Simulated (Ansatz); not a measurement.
**AlNi3 under changes of volume**

One of the cells (10.998 Å³/atom); the others are scaled copies at fixed shape and fractional positions:

```
Ni Al
1.0
     0.00000    2.80189    2.80189
     2.80189    0.00000    2.80189
     2.80189    2.80189    0.00000
Ni Al
3 1
Direct
  0.75000 0.75000 0.75000
  0.00000 0.00000 0.00000
  0.25000 0.25000 0.25000
  0.50000 0.50000 0.50000
```

The cell comes from a database or a generator and needn't be the stable form of this composition.

```yaml
Program: Ansatz 0.2.0
Functional: LDA
Potentials_or_basis: all-electron LAPW, scalar-relativistic
Cutoff: 305 eV (chosen from the basis error)
Basis_error_allowed: 0.002 eV/atom
k_mesh: 8 × 8 × 8
Occupations: fermi-dirac, width 0.05 eV
Spin: collinear spin, ferromagnetic start
Starting_moments: "[1.0, 1.0, 1.0, 0.0] μB"
```

| volume (Å³/atom) | energy over the lowest point (meV/atom) | pressure (GPa) |
| --- | --- | --- |
| 10.338 | 4.35 | 5.7 |
| 10.558 | 0.00 | 0.8 |
| 10.778 | 2.01 | -3.5 |
| 10.998 | 9.70 | -7.4 |
| 11.218 | 22.44 | -10.9 |
| 11.438 | ? | ? |
| 11.658 | 60.93 | -16.8 |

What does the run at 11.438 Å³/atom give?

Energy over the lowest point 39.68 meV/atom; pressure -14.0 GPa.

Worked out: A Birch-Murnaghan fit of order 3 (a polynomial in V^(-2/3)) to the other rows has its minimum at 10.59 Å³/atom with B0 = V·E''(V) = 219 GPa and B' = 4.6. It gives 39.68 meV/atom at 11.438 Å³/atom, against the run's 39.68, and -dE/dV = -14.1 GPa, against -14.0.

Energies are extrapolated to zero smearing.

Caveats: the starting moments weren't kept.
